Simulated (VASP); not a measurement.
# CaO (Cmmm) in VASP: further runs

Runs on CaO. Level: PBE. Tasks: single point.

All numbers are computed with VASP 6.6.1; they aren't measurements. Logs are shortened: lines on timing, memory, paths and dates and some standing lists are left out, and cuts for length are marked.

## Step 1: The cell of the first run

The structure is orthorhombic, space group Cmmm (No. 65). The conventional cell has a = 4.000 Å, b = 4.212 Å, c = 2.903 Å, α = 90.00°, β = 90.00°, γ = 90.00°. Ca (site symmetry mmm) has 8 O at 2.47 to 2.56 Å as nearest neighbours. O (site symmetry mmm) has 8 Ca at 2.47 to 2.56 Å as nearest neighbours.

The cell was built by a generator and needn't be a form met in nature.

## Step 2: Single point, PBE (shear_xy strain +5.2%)

INCAR

```
SYSTEM = CaO
ALGO = Normal
EDIFF = 1E-6
ENCUT = 520
GGA = PE
ISIF = 2
ISMEAR = -1
LASPH = .True.
LCHARG = .True.
LELF = .True.
LREAL = .False.
LVHAR = .True.
LWAVE = .False.
NBANDS = 15
NELM = 80
PREC = Accurate
SIGMA = 0.02
```

KPOINTS

```
k-points
0
Gamma
  8 8 8
  0 0 0
```

POSCAR

```
CaO
1.0
    2.9032089648      0.0750479517      0.0000000000
    0.0750479517      2.9032089648      0.0000000000
    0.0000000000      0.0000000000      2.9032089648
Ca O
1 1
Direct
    0.0000000000      0.0000000000      0.0000000000
    0.5000000000      0.5000000000      0.5000000000
```

Potentials or basis: VASP PAW PBE potentials, release 64 (Ca_sv, O).

Command:

```bash
$ cat potpaw_PBE.64/Ca_sv/POTCAR potpaw_PBE.64/O/POTCAR > POTCAR
$ mpirun -np 1 vasp_std > vasp.out
```

OUTCAR:

```text
SYSTEM = CaO
   EDIFF = 1E-6
   ENCUT = 520
   GGA = PE
   ISIF = 2
   ISMEAR = -1
   LASPH = .True.
   LREAL = .False.
   NELM = 80
   PREC = Accurate

 ion  position               nearest neighbor table
   1  0.000  0.000  0.000-   2 2.47   2 2.47   2 2.47   2 2.47   2 2.56   2 2.56   2 2.56   2 2.56

   2  0.500  0.500  0.500-   1 2.47   1 2.47   1 2.47   1 2.47   1 2.56   1 2.56   1 2.56   1 2.56

  LATTYP: Found a base centered orthorhombic cell.
 ALAT       =     3.9996236613
 B/A-ratio  =     1.0530719088
 C/A-ratio  =     0.7258705345

  Lattice vectors:

 A1 = (  -0.0750479517,  -2.9032089648,   0.0000000000)
 A2 = (   2.9032089648,   0.0750479517,   0.0000000000)
 A3 = (   0.0000000000,   0.0000000000,   2.9032089648)

Analysis of symmetry for initial positions (statically):
=====================================================================
 Subroutine PRICEL returns:
 Original cell was already a primitive cell.

 Routine SETGRP: Setting up the symmetry group for a
 base centered orthorhombic supercell.

 Subroutine GETGRP returns: Found  8 space group operations
 (whereof  8 operations were pure point group operations)
 out of a pool of  8 trial point group operations.

The static configuration has the point symmetry D_2h.

Analysis of symmetry for dynamics (positions and initial velocities):
=====================================================================
 Subroutine PRICEL returns:
 Original cell was already a primitive cell.

 Routine SETGRP: Setting up the symmetry group for a
 base centered orthorhombic supercell.

 Subroutine GETGRP returns: Found  8 space group operations
 (whereof  8 operations were pure point group operations)
 out of a pool of  8 trial point group operations.

The dynamic configuration has the point symmetry D_2h.

 Subroutine INISYM returns: Found  8 space group operations
 (whereof  8 operations are pure point group operations),
 and found     1 'primitive' translations

----------------------------------------------------------------------------------------

                                     Primitive cell

  volume of cell :      24.4537

  direct lattice vectors                    reciprocal lattice vectors
     2.903208965  0.075047952  0.000000000     0.344676763 -0.008909894  0.000000000
     0.075047952  2.903208965  0.000000000    -0.008909894  0.344676763  0.000000000
     0.000000000  0.000000000  2.903208965     0.000000000  0.000000000  0.344446443

  length of vectors
     2.904178798  2.904178798  2.903208965     0.344791905  0.344791905  0.344446443

  position of ions in fractional coordinates (direct lattice)
     0.000000000  0.000000000  0.000000000
     0.500000000  0.500000000  0.500000000

  ion indices of the primitive-cell ions
   primitive index   ion index
                 1           1
                 2           2

----------------------------------------------------------------------------------------

 KPOINTS: k-points

Automatic generation of k-mesh.
 Grid dimensions read from file:
 generate k-points for:    8    8    8

 Generating k-lattice:

  Cartesian coordinates                     Fractional coordinates (reciprocal lattice)
     0.043084595 -0.001113737  0.000000000     0.125000000  0.000000000  0.000000000
    -0.001113737  0.043084595  0.000000000     0.000000000  0.125000000  0.000000000
     0.000000000  0.000000000  0.043055805     0.000000000  0.000000000  0.125000000

  Length of vectors
     0.043098988  0.043098988  0.043055805

  Shift w.r.t. Gamma in fractional coordinates (k-lattice)
     0.000000000  0.000000000  0.000000000

 Subroutine IBZKPT returns following result:
 ===========================================

 Found    105 irreducible k-points:

 Following reciprocal coordinates:
            Coordinates               Weight
  0.000000  0.000000  0.000000      1.000000
  0.125000  0.000000  0.000000      4.000000
  0.250000  0.000000  0.000000      4.000000
  0.375000  0.000000  0.000000      4.000000
  0.500000  0.000000  0.000000      2.000000
  0.125000  0.125000  0.000000      2.000000
[... 16 lines left out ...]
  0.125000  0.000000  0.125000      8.000000
  0.250000  0.000000  0.125000      8.000000
 [... further k-points ...]
   k-points           NKPTS =    105   k-points in BZ     NKDIM =    105   number of bands    NBANDS=     15
   number of dos      NEDOS =    301   number of ions     NIONS =      2
   total plane-waves  NPLWV =  13824
   dimension x,y,z NGX =    24 NGY =   24 NGZ =   24
   dimension x,y,z NGXF=    48 NGYF=   48 NGZF=   48
   ions per type =               1   1
   NGX,Y,Z   is equivalent  to a cutoff of  13.74, 13.74, 13.74 a.u.
   NGXF,Y,Z  is equivalent  to a cutoff of  27.48, 27.48, 27.49 a.u.
 SYSTEM =  CaO
   PREC   = accura    normal or accurate (medium, high low for compatibility)
   ISTART =      0    job   : 0-new  1-cont  2-samecut
   ICHARG =      2    charge: 1-file 2-atom 10-const
   ISPIN  =      1    spin polarized calculation?
   LNONCOLLINEAR =      F non collinear calculations
   LSORBIT =      F    spin-orbit coupling
   LASPH  =      T    aspherical Exc in radial PAW
   ENCUT  =  520.0 eV  38.22 Ry    6.18 a.u.   5.40  5.40  5.40*2*pi/ulx,y,z
   NELM   =     80;   NELMIN=  2; NELMDL= -5     # of ELM steps
   EDIFF  = 0.1E-05   stopping-criterion for ELM
   LREAL  =      F    real-space projection
   EDIFFG = 0.1E-04   stopping-criterion for IOM
   NSW    =      0    number of steps for IOM
   IBRION =     -1    ionic relax: 0-MD 1-quasi-New 2-CG
   NFREE  =      0    steps in history (QN), initial steepest desc. (CG)
   ISIF   =      2    stress and relaxation
   ISYM   =      2    0-nonsym 1-usesym 2-fastsym
   POTIM  = 0.5000    time-step for ionic-motion
   TEBEG  =    0.0;   TEEND  =   0.0 temperature during run
   PSTRESS=    0.0 pullay stress
   NELECT =      16.0000    total number of electrons
   NUPDOWN=      -1.0000    fix difference up-down
   EMIN   =  10.00;   EMAX   =-10.00  energy-range for DOS
   EFERMI =   0.00;   METHOD = LEGACY
   ISMEAR =    -1;   SIGMA  =   0.02  broadening in eV -4-tet -1-fermi 0-gaus
   EFERMI_NEDOS =   21; number of points for ismear=-14 and -15
   IALGO  =     38    algorithm
   IMIX   =      4    mixing-type and parameters
     AMIX     =   0.40;   BMIX     =  1.00
     AMIX_MAG =   1.60;   BMIX_MAG =  1.00
  volume/ion in A,a.u.               =      12.23        82.51
  Fermi-wavevector in a.u.,A,eV,Ry     =   1.421237  2.685749 27.482622  2.019916
  Thomas-Fermi vector in A             =   2.542068
   LORBIT       =      0    0 simple, 1 ext, 2 COOP (PROOUT), +10 PAW based schemes
   GGA     = PE    functional components
   LHFCALC =     F    Hartree Fock is set to
   AEXX    =    0.0000 exact exchange contribution
   IVDW    =     0    specifies the selected vdW correction
   LEPSILON=     F    determine dielectric tensor
   LRPA    =     F    only Hartree local field effects (RPA)
 non-spin polarized calculation
  energy-cutoff  :      520.00
  volume of cell :       24.45
 maximum number of plane-waves:       675
 NGX is ok and might be reduce to    24
   NGX = 11   NGY = 11   NGZ = 11

 number of electron      15.9999999 magnetization

 Free energy of the ion-electron system (eV)
  ---------------------------------------------------
  ext. energy  EPLUGINS =         0.00000000
  ---------------------------------------------------
  free energy    TOTEN  =       -11.81400340 eV

  energy without entropy =      -11.81400340  energy(sigma->0) =      -11.81400340

 E-fermi :   4.7203     XC(G=0): -11.2644

 val. band max:        4.1802271449   @ k =   0.5000   0.0000   0.5000
 cond. band min:       6.9536961449   @ k =   0.0000   0.0000   0.0000
 fundamental gap:      2.7734690000
 Fermi energy:         4.7202880512

 k-point     1 :       0.0000    0.0000    0.0000
  band No.  band energies     occupation
      1     -35.0910      2.00000
      2     -15.5356      2.00000
      3     -15.5321      2.00000
      4     -15.5311      2.00000
      5     -12.2696      2.00000
      6       3.8609      2.00000
      7       3.8774      2.00000
      8       3.9004      2.00000
      9       6.9537      0.00000
     10       6.9746      0.00000
     11       9.3863      0.00000
     12      12.5917      0.00000
     13      12.6429      0.00000
     14      12.6910      0.00000
     15      23.4640      0.00000

 k-point     2 :       0.1250    0.0000    0.0000
  band No.  band energies     occupation
      1     -35.0664      2.00000
      2     -15.8056      2.00000
      3     -15.5166      2.00000
      4     -15.5126      2.00000
      5     -12.0529      2.00000
      6       3.1275      2.00000
      7       3.8055      2.00000
      8       3.8066      2.00000
      9       7.0894      0.00000
     10       7.6579      0.00000
     11      10.0276      0.00000
     12      12.5737      0.00000
     13      12.5870      0.00000
     14      12.6867      0.00000
     15      22.5506      0.00000

 k-point     3 :       0.2500    0.0000    0.0000
  band No.  band energies     occupation
      1     -35.0063      2.00000
      2     -16.3694      2.00000
      3     -15.4749      2.00000
      4     -15.4677      2.00000
      5     -11.6026      2.00000
      6       1.8086      2.00000
      7       3.6245      2.00000
      8       3.6277      2.00000
      9       7.4287      0.00000
     10       9.1804      0.00000
     11      11.3782      0.00000
     12      12.4446      0.00000
     13      12.5159      0.00000
     14      12.8011      0.00000
     15      20.7757      0.00000

 k-point     4 :       0.3750    0.0000    0.0000
  band No.  band energies     occupation
      1     -34.9452      2.00000
      2     -16.8550      2.00000
      3     -15.4327      2.00000
      4     -15.4222      2.00000
      5     -11.2014      2.00000
      6       0.7670      2.00000
      7       3.4383      2.00000
      8       3.4446      2.00000
      9       7.8110      0.00000
     10      10.7320      0.00000
     11      12.3269      0.00000
     12      12.3467      0.00000
     13      12.9345      0.00000
     14      13.1377      0.00000
     15      19.3002      0.00000
[... 307 lines left out ...]
 k-point    22 :       0.0000    0.0000    0.1250
  band No.  band energies     occupation
      1     -35.0664      2.00000
      2     -15.8036      2.00000
      3     -15.5159      2.00000
      4     -15.5149      2.00000
      5     -12.0535      2.00000
      6       3.1246      2.00000
      7       3.7595      2.00000
      8       3.8597      2.00000
      9       7.1006      0.00000
     10       7.6446      0.00000
     11      10.0170      0.00000
     12      12.5601      0.00000
     13      12.5915      0.00000
     14      12.7016      0.00000
     15      22.5537      0.00000

 k-point    23 :       0.1250    0.0000    0.1250
  band No.  band energies     occupation
      1     -35.0421      2.00000
      2     -15.8566      2.00000
      3     -15.6813      2.00000
      4     -15.4986      2.00000
      5     -11.8869      2.00000
      6       2.9297      2.00000
      7       3.3710      2.00000
      8       3.7661      2.00000
      9       7.4751      0.00000
     10       8.0196      0.00000
     11      10.3903      0.00000
     12      12.3371      0.00000
     13      12.5672      0.00000
     14      12.8832      0.00000
     15      22.3623      0.00000

 k-point    24 :       0.2500    0.0000    0.1250
  band No.  band energies     occupation
      1     -34.9829      2.00000
      2     -16.3296      2.00000
      3     -15.6674      2.00000
      4     -15.4578      2.00000
      5     -11.5381      2.00000
      6       1.8821      2.00000
      7       3.2358      2.00000
      8       3.6495      2.00000
      9       7.8148      0.00000
     10       9.3777      0.00000
     11      11.0146      0.00000
     12      12.1172      0.00000
     13      12.6849      0.00000
     14      13.1484      0.00000
     15      21.1918      0.00000

 [... further k-points ...]

------------------------ aborting loop because EDIFF is reached ----------------------------------------

  FORCE on cell =-STRESS in cart. coord.  units (eV):
  Direction    XX          YY          ZZ          XY          YZ          ZX
  --------------------------------------------------------------------------------------
  -------------------------------------------------------------------------------------
  Total        0.7128228      0.7128228      0.7129156      0.0408367      0.0000000      0.0000000
  in kB       46.7032987     46.7032987     46.7093838      2.6755725      0.0000000      0.0000000
  external PRESSURE =      46.7053271 kB  Pullay stress =       0.0000000 kB

 VOLUME and BASIS-vectors are now :
 -----------------------------------------------------------------------------
  energy-cutoff  :      520.00
  volume of cell :       24.45
      direct lattice vectors                 reciprocal lattice vectors
     2.903208965  0.075047952  0.000000000     0.344676763 -0.008909894  0.000000000
     0.075047952  2.903208965  0.000000000    -0.008909894  0.344676763  0.000000000
     0.000000000  0.000000000  2.903208965     0.000000000  0.000000000  0.344446443

 POSITION                                       TOTAL-FORCE (eV/Angst)
 -----------------------------------------------------------------------------------
      0.00000      0.00000      0.00000        -0.000000      0.000000      0.000000
      1.48913      1.48913      1.45160         0.000000      0.000000      0.000000
 -----------------------------------------------------------------------------------
    total drift:                                0.000000      0.000000     -0.000000

  FREE ENERGIE OF THE ION-ELECTRON SYSTEM (eV)
  ---------------------------------------------------
  free  energy   TOTEN  =       -11.8140033964 eV

  energy  without entropy=      -11.8140033964  energy(sigma->0) =      -11.81400340
```

Wall time 19 s (1 thread of Intel Xeon Platinum 8488C (Sapphire Rapids), shared host); peak memory 0.16 GiB.

What came out:

```yaml
Free_energy: -11.8140 eV
Pressure: 4.7 GPa
Band_gap_on_the_k_mesh: 2.77 eV, indirect (least direct gap 3.05 eV)
```

## Step 3: Single point, PBE (uniaxial_x strain -3.0%)

INCAR

```
ALGO = Normal
EDIFF = 1E-7
ENCUT = 520
GGA = PE
ISIF = 2
ISMEAR = -1
LASPH = True
LCHARG = False
LREAL = False
LWAVE = False
NBANDS = 15
NELM = 80
PREC = Accurate
SIGMA = 0.02
```

KPOINTS

```
k-points
0
Gamma
  8 8 8
```

POSCAR

```
CaO
1.0
    2.8169836585      0.0000000000      0.0000000000
    0.0000000000      2.9032089648      0.0000000000
    0.0000000000      0.0000000000      2.9032089648
Ca O
1 1
Direct
    0.0000000000      0.0000000000      0.0000000000
    0.5000000000      0.5000000000      0.5000000000
```

Potentials or basis: VASP PAW PBE potentials, release 64 (Ca_sv, O).

Command:

```bash
$ cat potpaw_PBE.64/Ca_sv/POTCAR potpaw_PBE.64/O/POTCAR > POTCAR
$ mpirun -np 1 vasp_std > vasp.out
```

Wall time 14 s (1 thread of Intel Xeon Platinum 8488C (Sapphire Rapids), shared host); peak memory 0.15 GiB.

Results (log left out):

* Free energy: -11.7658 eV
* Pressure: 8.4 GPa
* Band gap on the k mesh: 2.56 eV, indirect (least direct gap 2.83 eV)

Stress tensor (GPa, compression positive):
```
16.48  0.00  0.00
 0.00  4.29  0.00
 0.00  0.00  4.29
```

Levels at points of the mesh, in eV from the valence-band top:
```tsv
k point	band 6	band 7	band 8	band 9	band 10	band 11
(0.00, 0.00, 0.00)	-0.56	-0.56	-0.27	2.56	2.57	5.42
(0.50, 0.00, 0.00)	-4.05	-1.09	-1.09	3.74	7.43	7.97
(0.00, 0.50, 0.00)	-4.07	-1.15	-0.77	3.52	7.08	8.25
(0.50, 0.50, 0.00)	-2.35	-2.26	-0.24	3.87	4.51	6.26
(0.00, 0.50, 0.50)	-2.33	-2.33	0.00	3.61	4.97	6.74
(0.50, 0.50, 0.50)	-3.75	-3.75	-3.72	7.87	7.87	8.16
```

A k mesh can miss the band edges.
